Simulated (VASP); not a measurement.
# Ir, band structure: which settings are enough?

Ir, Fm-3m (no. 225), 1 atom in the cell. PBEsol; PAW potentials Ir (PBE set). VASP 6.6.1.

Wanted: band energies at the path's corners within 0.1 eV.

What the run is for: bands; Accuracy asked: screening; Route: KPOINTS_OPT.

Band energies at the path's corners: counted from the Fermi level of the mesh, whose own shifts they hold.

POSCAR:
```
Ir
1.0
    0.0000000000      1.9156000000      1.9156000000
    1.9156000000      0.0000000000      1.9156000000
    1.9156000000      1.9156000000      0.0000000000
Ir
1
Direct
    0.0000000000      0.0000000000      0.0000000000
```

The series start from Plane-wave cutoff (eV): 240; Smearing width (eV): 0.1; k-point mesh: 13 × 13 × 13; Electronic threshold (eV): 1e-6; Precision mode (PREC): Accurate; Bands in all (NBANDS): 19; Aspherical gradient terms in the spheres (LASPH): yes; Highest l that the mixer handles (LMAXMIX): 4. Each series keeps the choices made before it, and each single choice may use up half of a tolerance.

## Plane-wave cutoff (eV)

| Plane-wave cutoff (eV) | Band energies at the path's corners, largest deviation (eV) | Time (s) |
|---|---|---|
| 170 | 0.21 | 5.2 |
| 210 | 0.01 | 7.1 |
| 240 | 0.01 | 6.9 |
| 270 | 0.01 | 9.2 |
| 340 | 0.00 | 10 |
| 420 | 0.00 | 14 |
| 500 (reference) | 0.00 | 18 |

Chosen: 210, the loosest value from which every tighter one stays within half of the tolerance.

## Smearing width (eV)

| Smearing width (eV) | Band energies at the path's corners, largest deviation (eV) | Time (s) |
|---|---|---|
| 0.4 | 0.04 | 7.5 |
| 0.3 | 0.03 | 6.8 |
| 0.2 | 0.03 | 7.4 |
| 0.15 | 0.02 | 7.2 |
| 0.1 | 0.01 | 7.1 |
| 0.05 (reference) | 0.00 | 7.3 |

Chosen: 0.4.

## k-point mesh

| k-point mesh | Band energies at the path's corners, largest deviation (eV) | Time (s) |
|---|---|---|
| 5 × 5 × 5 | 0.41 | 4.2 |
| 7 × 7 × 7 | 0.13 | 4.7 |
| 9 × 9 × 9 | 0.15 | 5.5 |
| 11 × 11 × 11 | 0.05 | 6.5 |
| 13 × 13 × 13 | 0.04 | 7.5 |
| 16 × 16 × 16 | 0.01 | 10 |
| 19 × 19 × 19 (reference) | 0.00 | 15 |

Chosen: 11 × 11 × 11.

## Electronic threshold (eV)

| Electronic threshold (eV) | Band energies at the path's corners, largest deviation (eV) | Time (s) |
|---|---|---|
| 0.001 | 0.00 | 5.3 |
| 0.0001 | 0.00 | 5.7 |
| 1e-5 | 0.00 | 6.3 |
| 1e-6 | 0.00 | 6.5 |
| 1e-7 (reference) | 0.00 | 7.0 |

Chosen: 0.001.

## Precision mode (PREC)

| Precision mode (PREC) | Band energies at the path's corners, largest deviation (eV) | Time (s) |
|---|---|---|
| SingleN | 0.00 | 3.6 |
| Normal | 0.00 | 3.5 |
| Accurate (reference) | 0.00 | 5.3 |

Chosen: SingleN.

## Bands in all (NBANDS)

| Bands in all (NBANDS) | Band energies at the path's corners, largest deviation (eV) | Time (s) |
|---|---|---|
| 10 | 0.00 | 2.3 |
| 11 | 0.00 | 2.5 |
| 12 | 0.00 | 2.6 |
| 14 | 0.00 | 3.0 |
| 19 | 0.00 | 3.6 |
| 29 (reference) | 0.00 | 4.7 |

Chosen: 10.

## Aspherical gradient terms in the spheres (LASPH)

| Aspherical gradient terms in the spheres (LASPH) | Band energies at the path's corners, largest deviation (eV) | Time (s) |
|---|---|---|
| no | 0.01 | 1.8 |
| yes (reference) | 0.00 | 2.3 |

Chosen: no.

## Highest l that the mixer handles (LMAXMIX)

| Highest l that the mixer handles (LMAXMIX) | Band energies at the path's corners, largest deviation (eV) | Time (s) |
|---|---|---|
| 2 | 0.00 | 1.9 |
| 4 | 0.00 | 1.8 |
| 6 (reference) | 0.00 | 1.9 |

Chosen: 2.

## All choices together

| Input | Band energies at the path's corners, largest deviation (eV) | Time (s) |
|---|---|---|
| the program's defaults (naive) | 0.43 | 1.9 |
| chosen settings | 0.05 | 1.9 |
| reference settings throughout | 0.00 | 52 |

The tolerance is met.

## The input

INCAR:
```
  GGA = PS
  ISMEAR = 1
  SIGMA = 0.4
  LWAVE = False
  LCHARG = False
  NBANDS = 10
  PREC = SingleN
  LASPH = False
  LREAL = False
  ALGO = Normal
  EDIFF = 0.001
  NELM = 120
  GGA_COMPAT = False
  ENCUT = 210
  LMAXMIX = 2
```

KPOINTS:
```
Automatic mesh
0
Gamma
  11 11 11
  0 0 0
```

KPOINTS_OPT:
```
path GXWKGLUWLK,UX
12
line-mode
reciprocal
 0.0000000000  0.0000000000  0.0000000000  G
 0.5000000000  0.0000000000  0.5000000000  X

 0.5000000000  0.0000000000  0.5000000000  X
 0.5000000000  0.2500000000  0.7500000000  W

 0.5000000000  0.2500000000  0.7500000000  W
 0.3750000000  0.3750000000  0.7500000000  K

 0.3750000000  0.3750000000  0.7500000000  K
 0.0000000000  0.0000000000  0.0000000000  G

 0.0000000000  0.0000000000  0.0000000000  G
 0.5000000000  0.5000000000  0.5000000000  L

 0.5000000000  0.5000000000  0.5000000000  L
 0.6250000000  0.2500000000  0.6250000000  U

 0.6250000000  0.2500000000  0.6250000000  U
 0.5000000000  0.2500000000  0.7500000000  W

 0.5000000000  0.2500000000  0.7500000000  W
 0.5000000000  0.5000000000  0.5000000000  L

 0.5000000000  0.5000000000  0.5000000000  L
 0.3750000000  0.3750000000  0.7500000000  K

 0.6250000000  0.2500000000  0.6250000000  U
 0.5000000000  0.0000000000  0.5000000000  X
```

Commands:
```
cat potpaw_PBE.64/Ir/POTCAR > POTCAR
mpirun -np 1 vasp_std > vasp.out
```

Limits: Spin-orbit coupling is off, though it shifts bands of the heavy elements by a tenth of an eV or more.

The chosen input took VASP 6.6.1 1.9 s on 1 core (AMD EPYC 9R45 (Zen 5)), a shared host.

## An input that fails: fixed density asked without a density file

VASP's message: ERROR: charge density could not be read from file CHGCAR for ICHARG>10.

Changes against the starting input:
```
- NELM = 120
+ NELM = 57
+ ICHARG = 11
```
